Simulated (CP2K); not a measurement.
## Sb: band structure with TASK

The system is Sb.

```
Sb
1.0
     3.35344    0.00000    0.00000
     1.67672    2.90417    0.00000
     1.67672    0.96806    2.73808
Sb
1
Cartesian
  0.0000 0.0000 0.0000
```

This isn't the form of Sb at room conditions, which is rhombohedral.

```yaml
Program: CP2K 2026.2
Task: band structure
Functional: TASK
Potentials_or_basis: POTENTIAL_UZH Sb GTH-SCAN-q5; TZVP-MOLOPT-SCAN-GTH basis
Density_cutoff: 9184 eV
k_mesh: 10 × 10 × 10
Occupations: fermi-dirac, width 0.0259 eV
Spin: no spin polarisation
SCF_solver: diagonalisation with k points
Quickstep_method: GPW
EPS_DEFAULT: 1.0E-9
EPS_SCF: 1.0E-6
MAX_SCF: 100
SCF_GUESS: ATOMIC
k_points_reduced_by_the_point_group: yes
Mesh_centred_on_Gamma: yes
CHOLESKY: OFF
EPS_EIGVAL: 1.0E-7
MIXING_METHOD: BROYDEN_MIXING
MIXING_ALPHA: 0.4
NBUFFER: 8
NGRIDS: 4
Basis_sets: Sb TZVP-MOLOPT-SCAN-GTH-q5
Potentials: Sb GTH-SCAN-q5 of POTENTIAL_UZH
ADDED_MOS: "[8]"
Points_a_segment_of_the_path_NPOINTS: 6
Bands_added_on_the_path: 6
REL_CUTOFF_Ry: 60 Ry
MIXING_BETA_1/bohr: 1.5 1/bohr
CUTOFF_of_the_grids: 675 Ry
```

```yaml
Pressure: 2.9 GPa
Band_gap_on_the_k_mesh: none (metal or under the smearing width)
```

Levels at the corners of the path, in eV from the Fermi level:
| point | band 1 | band 2 | band 3 | band 4 | band 5 | band 6 |
| --- | --- | --- | --- | --- | --- | --- |
| Γ | -14.54 | 5.94 | 5.94 | 5.94 | 12.28 | 12.28 |
| X | -8.26 | -5.57 | 0.48 | 0.48 | 5.77 | 5.83 |
| W | -7.94 | -3.60 | -3.60 | -1.65 | 11.34 | 14.86 |
| K | -8.27 | -4.58 | -3.38 | 1.38 | 6.85 | 12.75 |
| Γ | -14.54 | 5.94 | 5.94 | 5.94 | 12.28 | 12.28 |
| L | -10.19 | -6.55 | 4.08 | 4.08 | 10.14 | 11.46 |
| U | -8.27 | -4.58 | -3.38 | 1.38 | 6.85 | 12.75 |
| W | -7.94 | -3.60 | -3.60 | -1.65 | 11.34 | 14.86 |
| L | -10.19 | -6.55 | 4.08 | 4.08 | 10.14 | 11.46 |
| K | -8.27 | -4.58 | -3.38 | 1.38 | 6.85 | 12.75 |
| U | -8.27 | -4.58 | -3.38 | 1.38 | 6.85 | 12.75 |
| X | -8.26 | -5.57 | 0.48 | 0.48 | 5.77 | 5.83 |

It took 21 s on 1 thread of Arm Neoverse V1, with other jobs on the host, peak memory 0.25 GiB.

Caveat: the potentials were made for another functional, which shifts forces and pressure; spin-orbit coupling is left out, which moves the levels of the heavy elements; the basis of atomic orbitals isn't converged, which shifts pressures, moduli and gaps.
